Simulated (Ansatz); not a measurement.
Run on Pt (diamond type): DFT, PBE, norm-conserving pseudopotentials, Ansatz's default files, scalar-relativistic (Ansatz 0.2.0). This run: the series' base cell.

The cell comes from a relaxation on PAW files under the same functional, begun from a prototype that needn't be the stable phase.

Command: `ansatz run input.yaml --threads 1 --pin off --max-ram 2048MiB --backend cpu --events-out ev --progress --plain --runs-dir out` It took 8.7 s on 1 thread of Intel(R) Xeon(R) 6975P-C (Granite Rapids), on a shared host, peak memory 0.58 GiB.

```yaml
crystal:
  lattice:
    - [0.0, 2.8877575196, 2.8877575196]
    - [2.8877575196, 0.0, 2.8877575196]
    - [2.8877575196, 2.8877575196, 0.0]
  atoms:
    - { symbol: Pt, position: [-0.125, -0.125, -0.125] }
    - { symbol: Pt, position: [0.125, 0.125, 0.125] }
kpoints:
  mp_grid: { grid: [14, 14, 14] }
scf:
  occupations: { method: fermi_dirac, width: 0.05 }
hamiltonian:
  xc: pbe
  pseudopotentials: { kind: nc }
output:
  forces: true
  stress: true
  eigenvalues: true
```

Output:

```
Engine: ansatz 0.2.0
Pseudopotentials: kind: nc
Pseudopotential: Pt, nc, valence charge 18, recommended cutoff 1142.878222 eV (normal), Pt.nc.azcp
Functional definition: PBE
  parameter kappa = 0.804
  parameter beta = 0.06672455060314922
  exchange = pbe_x(kappa = kappa, mu = beta*pi^2/3)
  correlation = pbe_c(beta = beta)
Crystal: 2 atoms, lattice volume = 48.163 Å³
Basis set: ecut = 1142.878222 eV, 4279 PW (Γ), exchange–correlation on 96×96×96 points (8 copies of the dense FFT grid, shifted against one another)
Bands: 22, of which v1, the nominal top of the filled ones, is band 18 counted from 1 (17 counted from 0)
Symmetry: 48 space group operations
Space group: Fd-3m (ITA 227), of the structure as read, at distance tolerance 3.6e-5 Å
k-points: 104 of 2744
Non-local potential: Pt, projectors of the file, l = 0: 2, l = 1: 2, l = 2: 2, l = 3: 2
Initial density: superposition of atomic densities (chi_scale 0.1, normalization cell)
Initial wavefunctions: pseudopotential atomic-orbital guess
Functional: x = pbe(κ = 0.804, μ = 0.2195149727645171), c = pbe(β = 0.06672455060314922)
SCF iter   1: F=—  HF=-7099.484609 eV  |F-HF|=—  |Δ(HF+E_count)|=         —  Δρ=7.40e-2  dr2=2.53e0  ethr=3.10e-3  ⟨swp⟩=5.7  Hψ=9441  notcnv=0
preconditioner: auto → LDOS  [metal: Δε(μ)=0.018 eV  Ē_g=6.604 eV  σ=0.050 eV  W_gap=0.09  n_scr=14 (ndim 8)  ℏωp=23.9 eV  f_vac=0.095  D(μ)=4.79/eV (n_scr^D=58)  β→1.0]
SCF iter   2: F=—  HF=-7098.839655 eV  |F-HF|=—  |Δ(HF+E_count)|=   6.45e-1  Δρ=1.42e-2  dr2=7.05e-2  ethr=3.10e-3  ⟨swp⟩=2.0  Hψ=4511  notcnv=0
SCF iter   3: F=—  HF=-7098.834081 eV  |F-HF|=—  |Δ(HF+E_count)|=   5.57e-3  Δρ=1.84e-3  dr2=5.61e-4  ethr=1.96e-4  ⟨swp⟩=2.1  Hψ=3914  notcnv=0
SCF iter   4: F=—  HF=-7098.834057 eV  |F-HF|=—  |Δ(HF+E_count)|=   2.36e-5  Δρ=3.73e-4  dr2=2.68e-5  ethr=1.56e-6  ⟨swp⟩=2.0  Hψ=4164  notcnv=0
SCF iter   5: F=—  HF=-7098.833844 eV  |F-HF|=—  |Δ(HF+E_count)|=   2.13e-4  Δρ=1.16e-4  dr2=1.84e-6  ethr=7.45e-8  ⟨swp⟩=2.3  Hψ=3859  notcnv=0
SCF iter   6: F=-7098.833843 eV  HF=-7098.833843 eV  |F-HF|=5.01e-8  |Δ(HF+E_count)|=   7.00e-7  Δρ=2.47e-5  dr2=7.05e-8  ethr=2.78e-10  ⟨swp⟩=4.4  Hψ=11635  notcnv=0
SCF 1 converged in 6 iterations: F = -7098.833843 eV  dr2 = 7.05e-8
SCF converged after 6 iterations
Free energy (F): -7098.833843 eV
Harris-Foulkes:  -7098.833843 eV  (|F-HF|=5.01e-8)
Internal energy: -7098.787736 eV  (E = F + TS)
E sigma→0 (E₀):  -7098.810789 eV
Entropy (-TS):   -0.046108 eV (-23.054 meV/atom)
Fermi energy:    12.771882 eV
--- Per-component energies (eV) ---
  E_band       = -627.743683
  E_kinetic    = 2020.801901
  E_local      = -5670.581247  (includes V_loc(G=0)·N_el)
  E_nonlocal   = 439.873713
  E_hartree    = 1751.957617
  E_xc         = -1289.361794
  E_vxc        = -921.741763  (∫ρ·V_xc dr)
  E_ewald      = -4351.477925
  E_smearing   = -0.046108  (= −TS)
  E_closure    = 0.000000  (closes the sum)
  Σ components = -7098.833843   (vs F -7098.833843, Δ=0.00e0)
--- Forces (eV/Å), atoms counted from 1 ---
  atom   1  Pt    -0.00000000    -0.00000000     0.00000000
  atom   2  Pt    -0.00000000    -0.00000000     0.00000000
  max |Σ_I F_I| component: 8.33e-17 eV/Å
--- Stress (GPa, compression-positive) ---
        0.120131       0.000000       0.000000
       -0.000000       0.120131       0.000000
        0.000000      -0.000000       0.120131
  P = ⅓ Tr σ = 0.1201 GPa (1.201 kbar)
--- Band table (eV; the first three rows and the last of 104) ---
  k-point 0: bands = ["-85.6595", "-85.5668", "-39.9691", "-39.9691", "-39.9691", "-39.5863", "-39.5863", "-39.5863", "5.7894", "8.3319", "8.3319", "8.4835", "8.4835", "8.4835", "10.9348", "10.9348", "10.9348", "12.6758", "12.6758", "23.1833", "23.3211", "24.3060"]
  k-point 1: bands = ["-85.6586", "-85.5676", "-39.9710", "-39.9710", "-39.9680", "-39.5875", "-39.5843", "-39.5843", "5.8649", "8.2466", "8.2466", "8.4762", "8.5944", "8.5944", "10.8947", "10.9247", "10.9247", "12.6749", "12.6749", "22.2531", "23.1676", "23.7977"]
  k-point 2: bands = ["-85.6561", "-85.5702", "-39.9762", "-39.9762", "-39.9650", "-39.5910", "-39.5791", "-39.5791", "6.0837", "8.1550", "8.1550", "8.4564", "8.7504", "8.7504", "10.7941", "10.9096", "10.9096", "12.6675", "12.6675", "20.4354", "22.9828", "23.0243"]
  k-point 103: bands = ["-85.6132", "-85.6132", "-40.0399", "-40.0399", "-39.7796", "-39.7796", "-39.5150", "-39.5150", "7.7681", "7.7681", "8.4308", "8.4308", "9.7351", "9.7351", "10.0728", "10.0728", "12.9425", "12.9425", "13.8786", "13.8786", "15.8597", "15.8597"]
```

Next run (volume at 0.92 of the series' base cell), as changes to the input before:

```diff
   lattice:
-    - [0.0, 2.8877575196, 2.8877575196]
-    - [2.8877575196, 0.0, 2.8877575196]
-    - [2.8877575196, 2.8877575196, 0.0]
+    - [0.0, 2.8086006964, 2.8086006964]
+    - [2.8086006964, 0.0, 2.8086006964]
+    - [2.8086006964, 2.8086006964, 0.0]
   atoms:
```

Results part of the output:

```
SCF 1 converged in 6 iterations: F = -7098.698270 eV  dr2 = 1.44e-9
SCF converged after 6 iterations
Free energy (F): -7098.698270 eV
Harris-Foulkes:  -7098.698270 eV  (|F-HF|=1.06e-10)
Internal energy: -7098.658614 eV  (E = F + TS)
E sigma→0 (E₀):  -7098.678442 eV
Entropy (-TS):   -0.039656 eV (-19.828 meV/atom)
Fermi energy:    14.519830 eV
--- Per-component energies (eV) ---
  E_band       = -578.106751
  E_kinetic    = 2024.007531
  E_local      = -5477.589447  (includes V_loc(G=0)·N_el)
  E_nonlocal   = 440.647001
  E_hartree    = 1679.394452
  E_xc         = -1290.999378
  E_vxc        = -923.960178  (∫ρ·V_xc dr)
  E_ewald      = -4474.118772
  E_smearing   = -0.039656  (= −TS)
  E_closure    = -0.000000  (closes the sum)
  Σ components = -7098.698270   (vs F -7098.698270, Δ=0.00e0)
--- Forces (eV/Å), atoms counted from 1 ---
  atom   1  Pt    -0.00000000    -0.00000000     0.00000000
  atom   2  Pt    -0.00000000    -0.00000000    -0.00000000
  max |Σ_I F_I| component: 1.11e-16 eV/Å
--- Stress (GPa, compression-positive) ---
       12.171121       0.000000      -0.000000
        0.000000      12.171121      -0.000000
       -0.000000      -0.000000      12.171121
  P = ⅓ Tr σ = 12.1711 GPa (121.711 kbar)
--- Band table (eV; the first three rows and the last of 104) ---
  k-point 0: bands = ["-84.2405", "-84.1070", "-38.6073", "-38.6073", "-38.6073", "-38.1077", "-38.1077", "-38.1077", "6.8850", "9.4759", "9.4759", "9.7119", "9.7119", "9.7119", "12.4204", "12.4204", "12.4204", "14.4405", "14.4405", "25.3036", "25.3631", "26.7055"]
  k-point 1: bands = ["-84.2393", "-84.1083", "-38.6098", "-38.6098", "-38.6060", "-38.1092", "-38.1051", "-38.1051", "6.9673", "9.3947", "9.3947", "9.7036", "9.8218", "9.8218", "12.3695", "12.4086", "12.4086", "14.4388", "14.4388", "24.5015", "25.2245", "26.1835"]
  k-point 2: bands = ["-84.2356", "-84.1119", "-38.6168", "-38.6168", "-38.6024", "-38.1134", "-38.0979", "-38.0979", "7.2059", "9.2967", "9.2967", "9.6813", "9.9914", "9.9914", "12.2404", "12.3908", "12.3908", "14.4283", "14.4283", "22.6436", "25.0197", "25.3631"]
  k-point 103: bands = ["-84.1739", "-84.1739", "-38.7025", "-38.7025", "-38.3602", "-38.3602", "-38.0112", "-38.0112", "8.8504", "8.8504", "9.7058", "9.7058", "11.0809", "11.0809", "11.4464", "11.4464", "14.7207", "14.7207", "15.6674", "15.6674", "17.5340", "17.5340"]
```

Next run (volume at 0.6 of the series' base cell), as changes to the input before:

```diff
   lattice:
-    - [0.0, 2.8086006964, 2.8086006964]
-    - [2.8086006964, 0.0, 2.8086006964]
-    - [2.8086006964, 2.8086006964, 0.0]
+    - [0.0, 2.4356290215, 2.4356290215]
+    - [2.4356290215, 0.0, 2.4356290215]
+    - [2.4356290215, 2.4356290215, 0.0]
   atoms:
```

Results part of the output:

```
SCF 1 converged in 7 iterations: F = -7090.849715 eV  dr2 = 5.57e-9
SCF converged after 7 iterations
Free energy (F): -7090.849715 eV
Harris-Foulkes:  -7090.849715 eV  (|F-HF|=6.30e-9)
Internal energy: -7090.835564 eV  (E = F + TS)
E sigma→0 (E₀):  -7090.842639 eV
Entropy (-TS):   -0.014151 eV (-7.076 meV/atom)
Fermi energy:    26.355396 eV
--- Per-component energies (eV) ---
  E_band       = -244.148560
  E_kinetic    = 2068.675538
  E_local      = -4466.714432  (includes V_loc(G=0)·N_el)
  E_nonlocal   = 446.869138
  E_hartree    = 1325.132428
  E_xc         = -1305.550670
  E_vxc        = -943.245196  (∫ρ·V_xc dr)
  E_ewald      = -5159.247566
  E_smearing   = -0.014151  (= −TS)
  E_closure    = 0.000000  (closes the sum)
  Σ components = -7090.849715   (vs F -7090.849715, Δ=0.00e0)
--- Forces (eV/Å), atoms counted from 1 ---
  atom   1  Pt     0.00000000     0.00000000    -0.00000000
  atom   2  Pt    -0.00000000     0.00000000    -0.00000000
  max |Σ_I F_I| component: 1.67e-16 eV/Å
--- Stress (GPa, compression-positive) ---
      219.850934      -0.000000      -0.000000
       -0.000000     219.850934       0.000000
       -0.000000       0.000000     219.850934
  P = ⅓ Tr σ = 219.8509 GPa (2198.509 kbar)
--- Band table (eV; the first three rows and the last of 104) ---
  k-point 0: bands = ["-74.7942", "-74.0496", "-29.7305", "-29.7305", "-29.7305", "-28.0013", "-28.0013", "-28.0013", "14.6212", "16.9609", "16.9609", "18.1609", "18.1609", "18.1609", "22.5030", "22.5030", "22.5030", "26.5384", "26.5384", "37.9128", "38.4877", "39.0382"]
  k-point 1: bands = ["-74.7874", "-74.0568", "-29.7408", "-29.7408", "-29.7284", "-28.0033", "-27.9899", "-27.9899", "14.7525", "16.8930", "16.8930", "18.1373", "18.2782", "18.2782", "22.3566", "22.4721", "22.4721", "26.5272", "26.5272", "37.2551", "38.6220", "39.0926"]
  k-point 2: bands = ["-74.7676", "-74.0776", "-29.7688", "-29.7688", "-29.7225", "-28.0086", "-27.9587", "-27.9587", "15.1289", "16.7762", "16.7762", "18.0755", "18.5107", "18.5107", "21.9843", "22.4200", "22.4200", "26.4853", "26.4853", "36.4026", "37.9711", "39.2275"]
  k-point 103: bands = ["-74.4270", "-74.4270", "-30.1091", "-30.1091", "-28.8682", "-28.8682", "-27.5857", "-27.5857", "15.8983", "15.8983", "18.3257", "18.3257", "20.2981", "20.2981", "20.7913", "20.7913", "26.7777", "26.7777", "27.6579", "27.6579", "28.9438", "28.9438"]
```

Next run (volume at 0.45 of the series' base cell), as changes to the input before:

```diff
   lattice:
-    - [0.0, 2.4356290215, 2.4356290215]
-    - [2.4356290215, 0.0, 2.4356290215]
-    - [2.4356290215, 2.4356290215, 0.0]
+    - [0.0, 2.2129158258, 2.2129158258]
+    - [2.2129158258, 0.0, 2.2129158258]
+    - [2.2129158258, 2.2129158258, 0.0]
   atoms:
```

Results part of the output:

```
SCF 1 converged in 6 iterations: F = -7072.679383 eV  dr2 = 9.68e-8
SCF converged after 6 iterations
Free energy (F): -7072.679383 eV
Harris-Foulkes:  -7072.679383 eV  (|F-HF|=7.98e-8)
Internal energy: -7072.671928 eV  (E = F + TS)
E sigma→0 (E₀):  -7072.675655 eV
Entropy (-TS):   -0.007455 eV (-3.728 meV/atom)
Fermi energy:    37.574681 eV
--- Per-component energies (eV) ---
  E_band       = 69.071965
  E_kinetic    = 2136.108130
  E_local      = -3768.130431  (includes V_loc(G=0)·N_el)
  E_nonlocal   = 454.213349
  E_hartree    = 1106.025106
  E_xc         = -1322.401374
  E_vxc        = -965.172588  (∫ρ·V_xc dr)
  E_ewald      = -5678.486707
  E_smearing   = -0.007455  (= −TS)
  E_closure    = -0.000000  (closes the sum)
  Σ components = -7072.679383   (vs F -7072.679383, Δ=0.00e0)
--- Forces (eV/Å), atoms counted from 1 ---
  atom   1  Pt     0.00000000    -0.00000000     0.00000000
  atom   2  Pt    -0.00000000    -0.00000000     0.00000000
  max |Σ_I F_I| component: 3.89e-16 eV/Å
--- Stress (GPa, compression-positive) ---
      675.434271      -0.000000       0.000000
       -0.000000     675.434271      -0.000000
        0.000000      -0.000000     675.434271
  P = ⅓ Tr σ = 675.4343 GPa (6754.343 kbar)
--- Band table (eV; the first three rows and the last of 104) ---
  k-point 0: bands = ["-66.3951", "-64.3419", "-21.9736", "-21.9736", "-21.9736", "-18.4512", "-18.4512", "-18.4512", "22.4137", "23.7802", "23.7802", "26.4711", "26.4711", "26.4711", "32.3670", "32.3670", "32.3670", "38.2329", "38.2329", "48.2994", "49.3597", "49.3597"]
  k-point 1: bands = ["-66.3771", "-64.3627", "-21.9961", "-21.9961", "-21.9702", "-18.4472", "-18.4232", "-18.4232", "22.5949", "23.7106", "23.7106", "26.4186", "26.6111", "26.6111", "32.0907", "32.2991", "32.2991", "38.2067", "38.2067", "47.5017", "49.4378", "49.4378"]
  k-point 2: bands = ["-66.3248", "-64.4229", "-22.0576", "-22.0576", "-21.9617", "-18.4347", "-18.3465", "-18.3465", "23.1021", "23.5816", "23.5816", "26.2876", "26.8951", "26.8951", "31.4004", "32.1699", "32.1699", "38.1204", "38.1204", "46.8034", "49.6893", "49.6893"]
  k-point 103: bands = ["-65.4060", "-65.4060", "-22.7999", "-22.7999", "-20.1488", "-20.1488", "-17.4307", "-17.4307", "22.3030", "22.3030", "26.3054", "26.3054", "29.1688", "29.1688", "30.1963", "30.1963", "38.0664", "38.0664", "38.8678", "38.8678", "40.1050", "40.1050"]
```

Spin–orbit coupling is left out, which matters for the heavy atoms. The norm-conserving files are those that the library serves for this functional.
